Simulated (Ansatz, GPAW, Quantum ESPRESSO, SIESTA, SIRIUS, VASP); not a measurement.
## BN: 6 runs at one level of theory

```
N B
1.0
     0.00000    1.81300    1.81300
     1.81300    0.00000    1.81300
     1.81300    1.81300    0.00000
N B
1 1
Direct
  0.25000 0.25000 0.25000
  0.00000 0.00000 0.00000
```

The cell is a database's computed one, not the measured one.

Alike in all runs: task single point; functional PBEsol; k mesh 13 × 13 × 13; occupations fermi-dirac, width 0.05 eV; no spin polarisation; no spin-orbit coupling. Pressure is positive in compression and, in plane waves, holds the error of the finite cutoff.

```csv
program and potentials,plane-wave cutoff (eV),notes,pressure (GPa)
"VASP, PBE PAW files B, N, 520 eV",520,potentials made for PBE,-5.74
"SIRIUS, PseudoDojo 0.4.1 PBEsol standard (scalar relativistic)",1152,-,-5.72
"Quantum ESPRESSO, GBRV 1.5 PBEsol",612,-,?
"SIESTA, files PseudoDojo sr-pbesol-0.4.1-standard, DZP (energy shift 0.003 Ry)",-,atomic basis,-2.36
"GPAW, PAW data sets generated for this functional",800,-,-7.53
"Ansatz, all-electron LAPW, scalar-relativistic",-,-,-6.29
```

Estimate from the other rows what the run with Quantum ESPRESSO, GBRV 1.5 PBEsol gave.

Pressure -5.77 GPa. The other rows, which needn't bracket it: pressure -7.53 to -2.36.
